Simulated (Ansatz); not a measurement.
The calculation used Ansatz 0.2.0, DFT PBE, scalar-relativistic, plane waves, PAW. All cells share a 420 eV cutoff and Γ-centred k meshes spaced at most about 0.3 Å⁻¹ (about 0.25 or finer for metals, 2π included). No spin polarisation.

All energies are static (0 K, no zero-point motion).

Two relaxed structures of SiMo3:

A.

```xyz
8
Lattice="5.4216 0.0000 0.0000 -2.7108 4.6952 0.0000 0.0000 0.0000 4.7067" Properties=species:S:1:pos:R:3 pbc="T T T"
Si    0.0000    3.1301    1.1767
Si    2.7108    1.5651    3.5300
Mo    1.3515    3.9104    3.5300
Mo    0.0000    1.5696    3.5300
Mo   -1.3515    3.9104    3.5300
Mo    2.7108    3.1257    1.1767
Mo    1.3593    0.7848    1.1767
Mo    4.0623    0.7848    1.1767
```

B.

```xyz
4
Lattice="3.9151 0.0000 0.0000 0.0000 3.9151 0.0000 0.0000 0.0000 3.9151" Properties=species:S:1:pos:R:3 pbc="T T T"
Si    0.0000    0.0000    0.0000
Mo    0.0000    1.9576    1.9576
Mo    1.9576    0.0000    1.9576
Mo    1.9576    1.9576    0.0000
```

Task: Which would you expect to be lower, and how large is the difference?

Result: A is lower, by 118 meV/atom. A has the Ni3Sn (D0_19) type, space group P6_3/mmc (No. 194), 15.0 Å³/atom and no gap on its mesh; B has the Cu3Au (L1_2) type, space group Pm-3m (No. 221), 15.0 Å³/atom and no gap. In A, Si is surrounded by 12 Mo at 2.71–2.82 Å; Mo has 8 Mo at 2.70–2.83 Å and 4 Si at 2.71–2.82 Å. In B, Si has 12 Mo at 2.77 Å; Mo has 4 Si at 2.77 Å and 8 Mo at 2.77 Å. Both come from invented guesses. The lowest form computed isn't among them: it has the A15 type, space group Pm-3n (No. 223), 14.8 Å³/atom, is reached from a cell as deposited in COD and lies 232 meV/atom below the best shown.

Cells relaxed within their symmetry can be saddle points. Some structure types and database cells were kept out of the candidates from the start, so a known form may be missing.
